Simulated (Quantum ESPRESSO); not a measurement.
# MgO (Fm-3m) in Quantum ESPRESSO: notebook, part 2 of 2

Quantum ESPRESSO 7.5. The steps go on from the part before.

## 3. Phonons, vdW-DF-cx

File pw.in:

```
&CONTROL
  calculation = 'scf'
  prefix = 'pwscf'
  outdir = './tmp'
  pseudo_dir = './pseudo'
  tprnfor = .true.
  tstress = .true.
  disk_io = 'low'
/
&SYSTEM
  ibrav = 0
  nat = 2
  ntyp = 2
  ecutwfc = 84
  nbnd = 14
  input_dft = 'vdw-df-cx'
  occupations = 'smearing'
  smearing = 'fd'
  degauss = 0.00367493
/
&ELECTRONS
  conv_thr = 4d-10
  electron_maxstep = 120
  mixing_beta = 0.5
/
ATOMIC_SPECIES
Mg    24.3050 Mg.upf
O     15.9990 O.upf
CELL_PARAMETERS angstrom
   0.0000000000    2.0970013927    2.0970013927
   2.0970013927    0.0000000000    2.0970013927
   2.0970013927    2.0970013927    0.0000000000
ATOMIC_POSITIONS angstrom
Mg     0.0000000000    0.0000000000    0.0000000000
O      2.0970013927    2.0970013927    2.0970013927
K_POINTS automatic
6 6 6 1 1 1
```

File relax.in:

```
&CONTROL
  calculation = 'vc-relax'
  prefix = 'pwscf'
  outdir = './tmp'
  pseudo_dir = './pseudo'
  tprnfor = .true.
  tstress = .true.
  disk_io = 'low'
  nstep = 40
  forc_conv_thr = 0.0001
  etot_conv_thr = 1d-06
/
&SYSTEM
  ibrav = 0
  nat = 2
  ntyp = 2
  ecutwfc = 84
  nbnd = 14
  input_dft = 'vdw-df-cx'
  occupations = 'smearing'
  smearing = 'fd'
  degauss = 0.00367493
/
&ELECTRONS
  conv_thr = 4d-10
  electron_maxstep = 120
  mixing_beta = 0.5
/
&IONS
  ion_dynamics = 'bfgs'
/
&CELL
  cell_dynamics = 'bfgs'
  press = 0
  press_conv_thr = 0.2
/
ATOMIC_SPECIES
Mg    24.3050 Mg.upf
O     15.9990 O.upf
CELL_PARAMETERS angstrom
   0.0000000000    2.0970013927    2.0970013927
   2.0970013927    0.0000000000    2.0970013927
   2.0970013927    2.0970013927    0.0000000000
ATOMIC_POSITIONS angstrom
Mg     0.0000000000    0.0000000000    0.0000000000
O      2.0970013927    2.0970013927    2.0970013927
K_POINTS automatic
6 6 6 1 1 1
```

File scf2.in:

```
&CONTROL
  calculation = 'scf'
  prefix = 'pwscf'
  outdir = './tmp'
  pseudo_dir = './pseudo'
  tprnfor = .true.
  tstress = .true.
  disk_io = 'low'
/
&SYSTEM
  ibrav = 0
  nat = 2
  ntyp = 2
  ecutwfc = 84
  nbnd = 14
  input_dft = 'vdw-df-cx'
  occupations = 'fixed'
/
&ELECTRONS
  conv_thr = 1d-13
  electron_maxstep = 120
  mixing_beta = 0.5
  startingpot = 'file'
  startingwfc = 'file'
/
ATOMIC_SPECIES
Mg    24.3050 Mg.upf
O     15.9990 O.upf
CELL_PARAMETERS angstrom
   0.0000000000    2.1158550774    2.1158550774
   2.1158550774    0.0000000000    2.1158550774
   2.1158550774    2.1158550774    0.0000000000
ATOMIC_POSITIONS angstrom
Mg     0.0000000000    0.0000000000    0.0000000000
O      2.1158550774    2.1158550774    2.1158550774
K_POINTS automatic
6 6 6 1 1 1
```

File ph.in:

```
phonons of MgO
&INPUTPH
  prefix = 'pwscf'
  outdir = './tmp'
  tr2_ph = 1d-18
  fildyn = 'dyn'
  niter_ph = 90
  alpha_mix(1) = 0.7
  epsil = .true.
/
0.0000000000 0.0000000000 0.0000000000
```

File dynmat.in:

```
&INPUT
  fildyn = 'dyn'
  asr = 'crystal'
  lperm = .true.
  filout = 'dynmat.disp'
  fileig = 'dynmat.eig'
/
```

File dynmat_lo.in:

```
&INPUT
  fildyn = 'dyn'
  asr = 'crystal'
  filout = 'dynmat_lo.disp'
  fileig = 'dynmat_lo.eig'
  q(1) = 0
  q(2) = 0
  q(3) = 1
/
```

Potentials or basis: PseudoDojo 0.4.1 SR PBE standard.

The run is started by

```sh
> OMP_NUM_THREADS=1 pw.x -in pw.in > pw.out
> OMP_NUM_THREADS=1 pw.x -in relax.in > relax.out
> OMP_NUM_THREADS=1 pw.x -in scf2.in > scf2.out
> OMP_NUM_THREADS=1 ph.x -in ph.in > ph.out
> OMP_NUM_THREADS=1 dynmat.x -in dynmat.in > dynmat.out
> OMP_NUM_THREADS=1 dynmat.x -in dynmat_lo.in > dynmat_lo.out
```

pw.out:

```text
This program is part of the open-source Quantum ESPRESSO suite
     for quantum simulation of materials; please cite
         "P. Giannozzi et al., J. Phys.:Condens. Matter 21 395502 (2009);
         "P. Giannozzi et al., J. Phys.:Condens. Matter 29 465901 (2017);
         "P. Giannozzi et al., J. Chem. Phys. 152 154105 (2020);
     in publications or presentations arising from this work. More details at

     IMPORTANT: XC functional enforced from input :
     Exchange-correlation= VDW-DF-CX
                           (   1   4  27   0   1   0   0)
     Any further DFT definition will be discarded
     Please, verify this is what you really want

     Message from routine setup:
     using ibrav=0 with symmetry is DISCOURAGED, use correct ibrav instead

     G-vector sticks info
     --------------------
     sticks:   dense  smooth     PW     G-vecs:    dense   smooth      PW
     Sum         733     733    223                12939    12939    2229

     Using Slab Decomposition

     bravais-lattice index     =            0
     lattice parameter (alat)  =       5.6042  a.u.
[... 271 lines left out ...]
    18.3566  19.0838  21.6055  25.9904  27.5311  33.1020

          k =-0.4125 0.0589 0.0589 (  1623 PWs)   bands (ev):
[... 51 lines left out ...]
   -63.8709 -30.7433 -30.6864 -30.6741  -7.6534   3.9157   6.5692   7.3693
    17.3548  20.7298  22.6295  25.3645  29.1984  30.8774

     the Fermi energy is    10.0943 ev

!    total energy              =    -151.98192650 Ry
     estimated scf accuracy    <          3.5E-10 Ry
     smearing contrib. (-TS)   =       0.00000000 Ry
     internal energy E=F+TS    =    -151.98192650 Ry

     The total energy is F=E-TS. E is the sum of the following terms:
     one-electron contribution =     -73.65030249 Ry
     hartree contribution      =      41.21191796 Ry
     xc contribution           =     -24.36877628 Ry
     ewald contribution        =     -95.17476569 Ry

     convergence has been achieved in   8 iterations

     Forces acting on atoms (cartesian axes, Ry/au):

     atom    1 type  1   force =     0.00000000    0.00000000    0.00000000
     atom    2 type  2   force =     0.00000000    0.00000000    0.00000000

     Total force =     0.000000     Total SCF correction =     0.000000

     Computing stress (Cartesian axis) and pressure

          total   stress  (Ry/bohr**3)                   (kbar)     P=       44.16
   0.00030018   0.00000000   0.00000000           44.16        0.00        0.00
   0.00000000   0.00030018   0.00000000            0.00       44.16        0.00
   0.00000000   0.00000000   0.00030018            0.00        0.00       44.16

=------------------------------------------------------------------------------=
   JOB DONE.
=------------------------------------------------------------------------------=
```

relax.out:

```text
This program is part of the open-source Quantum ESPRESSO suite
     for quantum simulation of materials; please cite
         "P. Giannozzi et al., J. Phys.:Condens. Matter 21 395502 (2009);
         "P. Giannozzi et al., J. Phys.:Condens. Matter 29 465901 (2017);
         "P. Giannozzi et al., J. Chem. Phys. 152 154105 (2020);
[... 1468 lines left out ...]
  -0.00000000   0.00000571  -0.00000000           -0.00        0.84       -0.00
  -0.00000000   0.00000000   0.00000571           -0.00        0.00        0.84

=------------------------------------------------------------------------------=
   JOB DONE.
=------------------------------------------------------------------------------=
```

scf2.out:

```text
This program is part of the open-source Quantum ESPRESSO suite
     for quantum simulation of materials; please cite
         "P. Giannozzi et al., J. Phys.:Condens. Matter 21 395502 (2009);
         "P. Giannozzi et al., J. Phys.:Condens. Matter 29 465901 (2017);
         "P. Giannozzi et al., J. Chem. Phys. 152 154105 (2020);
[... 327 lines left out ...]
  -0.00000000   0.00000571   0.00000000           -0.00        0.84        0.00
   0.00000000   0.00000000   0.00000571            0.00        0.00        0.84

=------------------------------------------------------------------------------=
   JOB DONE.
=------------------------------------------------------------------------------=
```

It took 9.1 min on 1 thread of Arm Neoverse V1, shared host; peak memory 0.13 GiB.

Results:

```yaml
Free_energy: -2067.8267 eV
Relaxed_volume: 9.47 Å³/atom
Relaxed_cell: a = 2.992 Å, b = 2.992 Å, c = 2.992 Å, α = 60.00°, β = 60.00°, γ = 60.00°
Space_group_after_relaxing_to_0.05_Å: Fm-3m (No. 225)
Pressure_after_relaxing: 0.1 GPa
Electronic_dielectric_tensor_diagonal: 3.19
Born_charges_mean_of_the_diagonal: Mg +1.99; O -1.99 e
```

Step by step:
```csv
step,energy change (eV),largest force (eV/Å),pressure (GPa),volume (Å³)
1,0.0000,0.0000,4.42,18.44
2,-0.0066,0.0000,0.70,18.86
3,-0.0068,0.0000,0.02,18.94
4,-0.0068,0.0000,0.00,18.94
```

Final structure:
```yaml
crystal:
  lattice:
    - [0.00000, 2.11586, 2.11586]
    - [2.11586, 0.00000, 2.11586]
    - [2.11586, 2.11586, 0.00000]
  atoms:
    - { symbol: Mg, position: [0.00000, 0.00000, 0.00000] }
    - { symbol: O, position: [0.50000, 0.50000, 0.50000] }
```

Electronic dielectric tensor:
```
3.19 0.00 0.00
0.00 3.19 0.00
0.00 0.00 3.19
```

Born effective charge tensors (e):
atom 1, Mg
```
1.99 0.00 0.00
0.00 1.99 0.00
0.00 0.00 1.99
```
atom 2, O
```
-1.99  0.00  0.00
 0.00 -1.99  0.00
 0.00  0.00 -1.99
```

Caveat: the acoustic modes lie far from zero, so the frequencies are unreliable; the potentials were made for another functional, which shifts forces and pressure.

## 4. Comparison with measurements

Step 2. Measured high-frequency dielectric constant of MgO: 2.95 (295 K; “Infrared Optical Properties of Ferropericlase (Mg1-xFexO): Experiment and Theory”, 2007, arxiv:0704.2267). This calculation gives 3.15 (+6.7 %).

Step 3. A measured high-frequency dielectric constant of MgO is 2.95 (295 K; “Infrared Optical Properties of Ferropericlase (Mg1-xFexO): Experiment and Theory”, 2007, arxiv:0704.2267); the calculated 3.19 misses it by +8.2 %.
